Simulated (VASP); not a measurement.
# InP: relaxed cell and band gap, by functional

InP, F-43m (no. 216), 2 atoms in the cell.

| Functional | Volume (Å³/atom) | Change from the starting volume (fraction) | Gap, path and mesh (eV) | Time (s) |
|---|---|---|---|---|
| TPSS | 26.33 | 0.046 | 0.60 | 834 |
| revTPSS | 25.97 | 0.032 | 0.65 | 344 |
| MS0 | 25.94 | 0.031 | 1.05 | 314 |
| MS2 | 25.74 | 0.023 | 1.00 | 321 |
| SCAN | 25.52 | 0.014 | 0.98 | 454 |

Limits: Spin-orbit coupling is left out, and with elements this heavy it changes the gap.

## Input of the first row

INCAR.step1:
```
  ALGO = Normal
  EDIFF = 1E-5
  ENCUT = 600
  GGA = PE
  GGA_COMPAT = F
  ISIF = 2
  ISMEAR = 0
  KPAR = 2
  LASPH = T
  LCHARG = F
  LREAL = F
  LWAVE = T
  NELM = 150
  PREC = Accurate
  SIGMA = 0.02
```

INCAR.step2:
```
  ALGO = Normal
  EDIFF = 1E-7
  EDIFFG = -0.005
  ENCUT = 600
  GGA_COMPAT = F
  IBRION = 2
  ISIF = 3
  ISMEAR = 0
  ISTART = 1
  KPAR = 2
  LASPH = T
  LCHARG = F
  LMIXTAU = T
  LREAL = F
  LWAVE = F
  METAGGA = TPSS
  NELM = 150
  NSW = 60
  PREC = Accurate
  SIGMA = 0.02
```

INCAR.step3, as INCAR.step2 but for:
```
- ISTART = 1
- NSW = 60
+ NSW = 40
```

INCAR.step4, as INCAR.step3 but for:
```
- EDIFFG = -0.005
- IBRION = 2
- ISIF = 3
- NSW = 40
+ ISIF = 2
+ NBANDS = 16
```

KPOINTS:
```
k-points
0
Gamma
  6 6 6
```

KPOINTS_OPT:
```
path GXWKGLUWLK,UX
8
line-mode
reciprocal
 0.0000000000  0.0000000000  0.0000000000  G
 0.5000000000  0.0000000000  0.5000000000  X

 0.5000000000  0.0000000000  0.5000000000  X
 0.5000000000  0.2500000000  0.7500000000  W

 0.5000000000  0.2500000000  0.7500000000  W
 0.3750000000  0.3750000000  0.7500000000  K

 0.3750000000  0.3750000000  0.7500000000  K
 0.0000000000  0.0000000000  0.0000000000  G

 0.0000000000  0.0000000000  0.0000000000  G
 0.5000000000  0.5000000000  0.5000000000  L

 0.5000000000  0.5000000000  0.5000000000  L
 0.6250000000  0.2500000000  0.6250000000  U

 0.6250000000  0.2500000000  0.6250000000  U
 0.5000000000  0.2500000000  0.7500000000  W

 0.5000000000  0.2500000000  0.7500000000  W
 0.5000000000  0.5000000000  0.5000000000  L

 0.5000000000  0.5000000000  0.5000000000  L
 0.3750000000  0.3750000000  0.7500000000  K

 0.6250000000  0.2500000000  0.6250000000  U
 0.5000000000  0.0000000000  0.5000000000  X
```

POSCAR.step1:
```
InP
1.0
    0.0000000000      2.9305000000      2.9305000000
    2.9305000000      0.0000000000      2.9305000000
    2.9305000000      2.9305000000      0.0000000000
In P
1 1
Direct
    0.0000000000      0.0000000000      0.0000000000
    0.7500000000      0.7500000000      0.7500000000
```

Commands (each step's output is kept before the next begins):
```
cat potpaw_PBE.64/In_d/POTCAR potpaw_PBE.64/P/POTCAR > POTCAR
cp INCAR.step1 INCAR
cp POSCAR.step1 POSCAR
mpirun -np 2 vasp_std > vasp.out
cp INCAR.step2 INCAR
mpirun -np 2 vasp_std > vasp.out
cp CONTCAR POSCAR
rm WAVECAR CHG
cp INCAR.step3 INCAR
mpirun -np 2 vasp_std > vasp.out
cp CONTCAR POSCAR
rm WAVECAR CHG
cp INCAR.step4 INCAR
mpirun -np 2 vasp_std > vasp.out
```

Changes of the last row against the first:
```
- METAGGA = TPSS
+ METAGGA = SCAN
```

VASP 6.6.1 took 834 s on 2 cores (Intel Xeon Platinum 8488C (Sapphire Rapids)), a shared host.
